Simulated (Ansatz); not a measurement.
# RbBr: stiffness from strained cells

How stiff is the crystal, and how unevenly? Runs: reference run (LAPW); ions clamped (LAPW). Companion runs by PAW are cited.

The COD entry's cell or inner coordinates are ideal or old and differ from later refinements, so a difference from it is no clean test against experiment.

Program: Ansatz 0.2.0. Level of theory: DFT PBEsol, all-electron LAPW, scalar-relativistic unless said. These are calculated values, not measurements.

1 further run of the same task is left out (it didn't finish).

## Step 1: The starting structure

The structure is cubic, space group Fm-3m (No. 225). The conventional cell has a = 6.850 Å, b = 6.850 Å, c = 6.850 Å, α = 90.00°, β = 90.00°, γ = 90.00°. Rb (site symmetry m-3m) has 6 Br at 3.42 Å as nearest neighbours. Br (site symmetry m-3m) has 6 Rb at 3.42 Å as nearest neighbours.

Structure file:

```
Rb Br
1.0
     0.00000    3.42492    3.42492
     3.42492    0.00000    3.42492
     3.42492    3.42492    0.00000
Rb Br
1 1
Direct
  0.00000 0.00000 0.00000
  0.50000 0.50000 0.50000
```

Cartesian axes are those of the input's lattice vectors. The structure goes back to a database entry.

## Step 2: Reference run, LAPW

Input file input.yaml:

```yaml
crystal:
  lattice:
    - [0.0, 3.42492379023, 3.42492379023]
    - [3.42492379023, 0.0, 3.42492379023]
    - [3.42492379023, 3.42492379023, 0.0]
  atoms:
    - { symbol: Rb, position: [0.0, 0.0, 0.0] }
    - { symbol: Br, position: [0.5, 0.5, 0.5] }
kpoints:
  mp_grid: { grid: [6, 6, 6] }
scf:
  occupations: { method: fixed }
hamiltonian:
  xc: pbesol
  pseudopotentials: { kind: all_electron, lapw: { basis_error: 0.0005 } }
elastic:
  mode: relaxed_ion
  stencil: two_point
  amplitude: 0.005
```

Started as:

```console
> ansatz run input.yaml --threads 1 --pin off --max-ram 2560MiB --backend cpu --events-out ev --progress --plain --runs-dir out
```

The log of the run, shortened:

```text
LAPW: plane waves up to 6.022 Å⁻¹, error target 5.0e-4 eV per atom; small_component_spin mean_spin; Br in spheres of 1.645 Å, 25 of its electrons in bands, Dirac shells []; Rb in spheres of 1.678 Å, 25 of its electrons in bands, Dirac shells [] (how accurate: [...]
Pseudopotentials: kind: all_electron
Pseudopotential: Rb, LAPW, valence charge 25, lapw/all_electron/scalar/gaussian/Rb, Koelling and Harmon's equation, gaussian nucleus
Pseudopotential: Br, LAPW, valence charge 25, lapw/all_electron/scalar/gaussian/Br, Koelling and Harmon's equation, gaussian nucleus
Functional definition: PBEsol
[...]
davidson cushion auto → on  (no smearing: the cushion is to keep the highest requested band from converging to the state above it; pin scf.eigensolver.cushion to override)
Crystal: 2 atoms, lattice volume = 80.349 Å³
Basis set: ecut = 138.1698153403427 eV, 307 PW (Γ), exchange–correlation at level 2
Bands: 30, of which v1, the nominal top of the filled ones, is band 25 counted from 1 (24 counted from 0)
Symmetry: 48 space group operations
Space group: Fm-3m (ITA 225), of the structure as read, at distance tolerance 4.3e-5 Å
k-points: 16 of 216
[...]
SCF iter   1: F=—  HF=-151954.412991 eV  |F-HF|=—  |Δ(HF+E_count)|=         —  Δρ=1.34e-2  dr2=4.10e-1  ethr=8.20e-4  ⟨swp⟩=2.2  Hψ=2787  notcnv=0
[...]
  reference stress σ⁰ (GPa):      0.034      0.034      0.034      0.000      0.000     -0.000
  no Pulay correction (none for the plane-wave cutoff is built on LAPW): the batch's stresses and constants are at fixed plane waves
  C* (energy form; C + prestress term) asymmetry max|C*_kj − C*_jk| = 8.882e-16 GPa — a small one proves nothing (zero by symmetry where the batch's group is 432, −43m or m−3m); a large one is finite-difference/SCF noise where every solve meets its electron count
  moduli (Voigt/Reuss/Hill, GPa): K = 13.72/13.72/13.72   G = 8.19/5.68/6.94   E = 17.81   ν = 0.284
  mechanically stable: yes (min eigenvalue of sym C = 4.04 GPa)
  where every solve meets its electron count the energy-path curvature estimates C_jj along a normal strain and C_jj − ¼(σ⁰_aa + σ⁰_bb) along a shear (ab), closely only under elastic.basis: deformed
  strain η (Voigt 11):  stress-route row diagonal C_11 = 32.95 GPa, energy-path curvature d²(F+E_count)/dδ²/Ω₀ = 32.93 GPa
         δ    σ_11 (GPa)             F (eV)   n_scf  n_hpsi   n_pw
    -5.000e-3      -0.1367     -151954.2232510       8   30457    307   relax 0 steps, max|allowed force component| 3.45e-31 eV/Å
     5.000e-3       0.1928     -151954.2230895       8   30442    307   relax 0 steps, max|allowed force component| 4.93e-32 eV/Å
  strain η (Voigt 23):  stress-route row diagonal C_44 = 4.04 GPa, energy-path curvature d²(F+E_count)/dδ²/Ω₀ = 4.02 GPa
         δ    σ_23 (GPa)             F (eV)   n_scf  n_hpsi   n_pw
    -5.000e-3      -0.0202     -151954.2233515       7   43410    307   relax 0 steps, max|allowed force component| 7.00e-30 eV/Å
     5.000e-3       0.0202     -151954.2233515       7   43444    307   relax 0 steps, max|allowed force component| 1.02e-30 eV/Å
```

It took 37 s on 1 thread of Arm Neoverse V1, shared host; peak memory 0.33 GiB.

C in GPa (Voigt order xx, yy, zz, yz, xz, xy):

```
32.9  4.1  4.1  0.0  0.0  0.0
 4.1 32.9  4.1  0.0  0.0  0.0
 4.1  4.1 32.9  0.0  0.0  0.0
 0.0  0.0  0.0  4.0  0.0  0.0
 0.0  0.0  0.0  0.0  4.0  0.0
 0.0  0.0  0.0  0.0  0.0  4.0
```

## Step 3: Ions clamped, LAPW

input.yaml, as its differences from that of step 2:

```diff
@@ -16,3 +16,3 @@
 elastic:
-  mode: relaxed_ion
+  mode: clamped_ion
   stencil: two_point
```

Started as:

```console
> ansatz run input.yaml --threads 1 --pin off --max-ram 2560MiB --backend cpu --events-out ev --progress --plain --runs-dir out
```

The log of the run, shortened:

```text
LAPW: plane waves up to 6.022 Å⁻¹, error target 5.0e-4 eV per atom; small_component_spin mean_spin; Br in spheres of 1.645 Å, 25 of its electrons in bands, Dirac shells []; Rb in spheres of 1.678 Å, 25 of its electrons in bands, Dirac shells [] (how accurate: [...]
[... 4 set-up lines as earlier in the session ...]
[...]
davidson cushion auto → on  (no smearing: the cushion is to keep the highest requested band from converging to the state above it; pin scf.eigensolver.cushion to override)
Crystal: 2 atoms, lattice volume = 80.349 Å³
[...]
  moduli (Voigt/Reuss/Hill, GPa): K = 13.72/13.72/13.72   G = 8.19/5.68/6.94   E = 17.81   ν = 0.284
  mechanically stable: yes (min eigenvalue of sym C = 4.04 GPa)
  where every solve meets its electron count the energy-path curvature estimates C_jj along a normal strain and C_jj − ¼(σ⁰_aa + σ⁰_bb) along a shear (ab), closely only under elastic.basis: deformed
  strain η (Voigt 11):  stress-route row diagonal C_11 = 32.95 GPa, energy-path curvature d²(F+E_count)/dδ²/Ω₀ = 32.93 GPa
         δ    σ_11 (GPa)             F (eV)   n_scf  n_hpsi   n_pw
    -5.000e-3      -0.1367     -151954.2232510       8   30457    307
     5.000e-3       0.1928     -151954.2230895       8   30442    307
  strain η (Voigt 23):  stress-route row diagonal C_44 = 4.04 GPa, energy-path curvature d²(F+E_count)/dδ²/Ω₀ = 4.02 GPa
         δ    σ_23 (GPa)             F (eV)   n_scf  n_hpsi   n_pw
    -5.000e-3      -0.0202     -151954.2233515       7   43410    307
     5.000e-3       0.0202     -151954.2233515       7   43444    307
```

It took 37 s on 1 thread of Arm Neoverse V1, shared host; peak memory 0.33 GiB.

C in GPa (Voigt order xx, yy, zz, yz, xz, xy):

```
32.9  4.1  4.1  0.0  0.0  0.0
 4.1 32.9  4.1  0.0  0.0  0.0
 4.1  4.1 32.9  0.0  0.0  0.0
 0.0  0.0  0.0  4.0  0.0  0.0
 0.0  0.0  0.0  0.0  4.0  0.0
 0.0  0.0  0.0  0.0  0.0  4.0
```

## Step 4: All runs together

PAW rows come from companion runs at the same settings.

| run | C11 | C12 | C44 | K | G | E | Poisson ratio |
| --- | --- | --- | --- | --- | --- | --- | --- |
| ions relaxed, LAPW | 32.9 | 4.1 | 4.0 | 13.7 | 6.9 | 17.8 | 0.284 |
| ions clamped, LAPW | 32.9 | 4.1 | 4.0 | 13.7 | 6.9 | 17.8 | 0.284 |
| ions relaxed, PAW | 32.9 | 4.1 | 4.0 | 13.7 | 6.9 | 17.7 | 0.284 |
| ions clamped, PAW | 32.9 | 4.1 | 4.0 | 13.7 | 6.9 | 17.7 | 0.284 |

Constants and moduli in GPa; K, G and E are Hill averages.

## Step 5: What came out

| quantity | value |
| --- | --- |
| C11 (LAPW) | 33 GPa |
| C12 (LAPW) | 4 GPa |
| C44 (LAPW) | 4 GPa |
| bulk, shear and Young's modulus | 14, 7, 18 GPa |
| Debye temperature from sound speeds | 132 K |
| universal anisotropy index | 2.22 |

All eigenvalues are positive, so the crystal is mechanically stable; by LAPW K = 14 and G = 7 GPa, K/G = 1.98, on the ductile side of Pugh's rough line at 1.75, which was drawn for metals. Young's modulus runs from 11 to 32 GPa with direction. PAW's constants lie within 0.1 GPa of LAPW's. Clamping the ions changes no constant by more than 1 GPa.
